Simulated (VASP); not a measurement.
Crystal: KTaO3.

```
CELL_PARAMETERS angstrom
3.98907 0.00000 0.00000
0.00000 3.98907 0.00000
0.00000 0.00000 3.98907
ATOMIC_POSITIONS crystal
K 0.50000 0.50000 0.50000
Ta 0.00000 0.00000 0.00000
O 0.50000 0.00000 0.00000
O 0.00000 0.50000 0.00000
O 0.00000 0.00000 0.50000
```

Base run:

| Item | Value |
| --- | --- |
| Program | VASP 6.6.1 |
| Functional | PBE0 |
| Potentials or basis | VASP PAW PBE potentials, release 64 (K_sv, Ta_pv, O) |
| Cutoff | 520 eV |
| k mesh | 4 × 4 × 4 |
| Occupations | gaussian, width 0.03 eV |
| Spin | no spin polarisation |

Its results: band gap on the k mesh 4.23 eV, indirect (least direct gap 4.89 eV); pressure -0.2 GPa.

Question: The run is repeated on the same cell with these changes: functional from PBE0 to PBE-EpsX. What comes out?

Answer: Band gap on the k mesh 3.67 eV, indirect (least direct gap 4.32 eV); pressure 1.4 GPa.

Caveats: the PAW data sets were made with another functional, which shifts forces and pressure a little; spin-orbit coupling is left out, which moves the levels of the heavy elements.
